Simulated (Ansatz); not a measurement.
Reactions of C3H7FGeO (`CC(C)[O][Ge][F]`).

Computed with Ansatz on PBE0-D4/def2-TZVP structures; ΔE is electronic, products minus reactants. CCSD(T)/CBS adds triple-zeta CCSD(T) − MP2 to the extrapolated MP2 energy (def2 sets, frozen cores). This one scheme is used for every species. For Ge, Mg outer-core shells are correlated without core-valence functions, which leaves a few kJ/mol of doubt a bond. Scalar relativity is left out up to krypton. One conformer a species, not always the lowest.

| reaction | CCSD(T)/CBS(def2) (kJ/mol) |
| --- | --- |
| `CC(C)[O][Ge][F]` + `CC(C)[O][Ge][OH]` → `CC(C)[O][Ge][O]C(C)C` + `[OH][Ge][F]` | ? |
| `CC(C)[O][Ge][F]` + `[OH][Al]([F])[Cl]` → `CC(C)[O][Al]([F])[Cl]` + `[OH][Ge][F]` | 2 |
| `CC(C)[O][Ge][F]` + `CC(C)(C)O` → `[OH][Ge][F]` + `CC(C)OC(C)(C)C` | -2 |
| `CC(C)[O][Ge][F]` + `[OH][MgH]` → `C[CH](C)[Mg][OH]` + `[OH][Ge][F]` | -27 |

Fill in the missing values. (Best estimate.)

Computed: `CC(C)[O][Ge][F]` + `CC(C)[O][Ge][OH]` → `CC(C)[O][Ge][O]C(C)C` + `[OH][Ge][F]`: -9.7 kJ/mol.

Largest T1 diagnostic: 0.015, for `[OH][Ge][F]`.
